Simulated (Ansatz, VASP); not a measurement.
## B2P in VASP and in Ansatz

```
B P
1.0
     2.65632   -1.53912    0.50412
     2.65632    1.53912    0.50412
    -1.44142    0.00000    7.50509
B P
4 2
Direct
  0.49854 0.49854 0.11361
  0.50146 0.50146 0.88639
  0.84297 0.84297 0.53646
  0.15703 0.15703 0.46354
  0.16844 0.16844 0.20904
  0.83156 0.83156 0.79096
```

Alike in both runs: functional PBE; k mesh 6 × 6 × 4; occupations gaussian, width 0.1 eV; no spin polarisation.

Ansatz relaxed the structure, and its values are those at the end. VASP's run is a single point on that final structure, the one shown.

|  | VASP | Ansatz |
| --- | --- | --- |
| version | VASP 6.6.1 | Ansatz 0.2.0 |
| potentials or method | VASP PAW PBE potentials, release 64 (B, P) | scalar-relativistic, plane waves, PAW |
| plane-wave cutoff (eV) | 520 | 420 |
| valence electrons in the cell | 22 | 22 |

```tsv
	VASP	Ansatz	Ansatz less VASP
gap on the k mesh at the Fermi level (eV)	none	none	-
pressure (GPa)	-0.2	0.0	+0.20
rms of the force components (eV/Å)	0.010	0.007	-0.0034
```

A gap of «none» marks a metal or a gap that the smearing closes.

Caveats: the k mesh is coarse (spacing up to 0.39 Å⁻¹), so the values aren't converged.
